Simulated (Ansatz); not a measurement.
Set up this calculation in Ansatz 0.2.0, as the native input.

| Item | Value |
| --- | --- |
| Task | elastic constants |
| Functional | LDA |
| Potentials or basis | Ansatz PAW |
| Cutoff | 420 eV (not typed: the program's choice for these potentials) |
| k mesh | 6 × 6 × 6 |
| Occupations | fixed |
| Spin | no spin polarisation |
| Atoms under strain | relaxed |

Crystal: ZnSe (Stilleite).

```
Se Zn
1.0
     0.00000    2.83380    2.83380
     2.83380    0.00000    2.83380
     2.83380    2.83380    0.00000
Se Zn
1 1
Direct
  0.75000 0.75000 0.75000
  0.00000 0.00000 0.00000
```

One way to write it, as run:

input.yaml

```yaml
crystal:
  lattice:
    - [0.0, 2.8338, 2.8338]
    - [2.8338, 0.0, 2.8338]
    - [2.8338, 2.8338, 0.0]
  atoms:
    - { symbol: Se, position: [0.75, 0.75, 0.75] }
    - { symbol: Zn, position: [0.0, 0.0, 0.0] }
hamiltonian:
  xc: lda
  pseudopotentials: { kind: paw }
kpoints:
  mp_grid: { grid: [6, 6, 6] }
scf:
  occupations: { method: fixed }
output:
  forces: true
  stress: true
elastic:
  mode: relaxed_ion
  stencil: two_point
```

Potentials or basis: Ansatz PAW.

Launch:

```console
$ ansatz run input.yaml --threads 2 --pin off --max-ram 5632MiB --backend cpu --events-out ev --progress --plain --runs-dir out
```

Results of the run:

```
Pressure                        : -3.4 GPa
Band gap on the k mesh          : 1.03 eV, direct
Elastic constants C11, C12, C44 : 82, 42, 41 GPa
Voigt bulk modulus              : 56 GPa
```

Caveat: the cell is more than 3 GPa from zero pressure, which shifts response properties; the PAW data sets come from PBE, with cores solved anew for the run's functional, which leaves a small shift of forces and pressure.

Wall time 18 s on 2 threads of Intel(R) Xeon(R) Processor @ 2.70GHz, with other jobs on the host, peak memory 0.4 GiB.
